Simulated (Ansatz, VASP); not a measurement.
# Two plane-wave programs on I

```
I
1.0
    -2.13035    2.13035    2.13035
     2.13035   -2.13035    2.13035
     2.13035    2.13035   -2.13035
I
1
Direct
  0.00000 0.00000 0.00000
```

Change from the starting cell: volume scaled by 1.06.

Alike in both runs: task single point; functional PBE; k mesh 9 × 9 × 9; occupations fermi-dirac, width 0.05 eV; no spin polarisation.

|  | VASP | Ansatz |
| --- | --- | --- |
| version | VASP 6.6.1 | Ansatz 0.2.0 |
| potentials or method | VASP PAW PBE potentials, release 64 (I) | Ansatz PAW |
| plane-wave cutoff (eV) | 520 | 420 |
| valence electrons in the cell | 7 | 17 |

Ansatz gave:

* gap on the k mesh at the Fermi level (eV): none
* pressure (GPa): -1.2

Problem. Estimate VASP's values.

Solution. gap on the k mesh at the Fermi level (eV): none; pressure (GPa): -1.3.

A gap of «none» marks a metal or a gap that the smearing closes. With one functional, cell and mesh, what is left measures potentials, basis and numerics. The two sets of potentials don't hold the same shells in valence.

Caveats: an odd number of electrons without spin polarisation forces a metal; a magnetic or distorted state may lie lower. The runs have no spin-orbit coupling, so splittings on I are missing.
